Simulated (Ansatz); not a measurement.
Runs of Ansatz 0.2.0 on Ru. Symmetry: P6_3/mmc, No. 194, hexagonal system. The conventional cell has a = 2.706 Å, b = 2.706 Å, c = 4.282 Å, α = 90.00°, β = 90.00°, γ = 120.00°. Ru (site symmetry -6m2) is surrounded by 12 Ru at 2.65 to 2.71 Å. 

```csv
task,level,cell,cutoff (eV),smearing,gap on the mesh (eV),pressure (GPa),relaxed volume (Å³/atom)
relaxation of cell and atoms,RPBE,relaxed,-,fermi-dirac 0.05 eV,-,0.0,(a)
single point,PBE,as given,281,gaussian 0.014 eV,none,4.4,-
single point,PBE,as given,281,gaussian 0.012 eV,none,4.4,-
relaxation of cell and atoms,revPBE,relaxed,-,fermi-dirac 0.05 eV,-,0.0,13.91
single point,PBE,as given,281,gaussian 0.011 eV,none,4.4,-
single point,PBE,as given,281,gaussian 0.017 eV,none,4.4,-
```

Alike in all rows: potentials or basis all-electron LAPW, scalar-relativistic; no spin polarisation; k mesh 11 × 11 × 6; basis error allowed 0.001 eV/atom.

**Question.** Fill in the values left out.

**Answer.** (a) 13.96.

A k mesh can miss the band edges, and the runs leave out spin-orbit coupling on Ru.

A gap of «none» marks a metal or a gap under the smearing width.

The runs don't all hold the same shells in valence.
